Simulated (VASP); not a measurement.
Input of a VASP 6.6.1 run:

POSCAR

```
BN
1.0
   -0.0367281979      1.8048254497      1.8048254497
    1.8048254497     -0.0367281979      1.8048254497
    1.7680972518      1.7680972518      0.0000000000
B N
1 1
Direct
   -0.0001890164     -0.0001890164      0.0001890164
    0.2501890164      0.2501890164      0.2498109836
```

INCAR.step1

```
PREC = Accurate
ENCUT = 520
ISMEAR = 0
SIGMA = 0.01
LREAL = False
LASPH = True
NELM = 100
NBANDS = 11
GGA = PE
ALGO = Normal
EDIFF = 1E-4
LWAVE = True
LCHARG = False
```

Contents of INCAR.step2:

```
PREC = Accurate
ENCUT = 520
EDIFF = 1E-6
ISMEAR = 0
SIGMA = 0.01
LREAL = False
LASPH = True
NELM = 100
ALGO = Normal
ISIF = 2
LWAVE = False
LCHARG = False
METAGGA = R2SCAN
LMIXTAU = True
NBANDS = 11
ISTART = 1
```

KPOINTS

```
Automatic mesh
0
Gamma
  12 12 12
```

Potentials or basis: VASP PAW PBE potentials, release 64 (B, N).

Run with:

```console
$ cat potpaw_PBE.64/B/POTCAR potpaw_PBE.64/N/POTCAR > POTCAR
$ cp INCAR.step1 INCAR
$ mpirun -np 1 vasp_std > vasp.out
$ cp INCAR.step2 INCAR
$ mpirun -np 1 vasp_std > vasp.out
```

Task: Estimate the band gap on the k mesh.

Result: 4.77 eV, indirect (least direct gap 8.91 eV).

Task: Predict the largest force.

Result: 0.009 eV/Å.

Task: What does it give for the pressure?

Result: 1.9 GPa.

Stress tensor (GPa, compression positive):
```
 2.19 19.18  0.00
19.18  2.19  0.00
 0.00  0.00  1.31
```

Caveat: the PAW data sets were made with another functional, which shifts forces and pressure a little. A k mesh can miss the band edges.
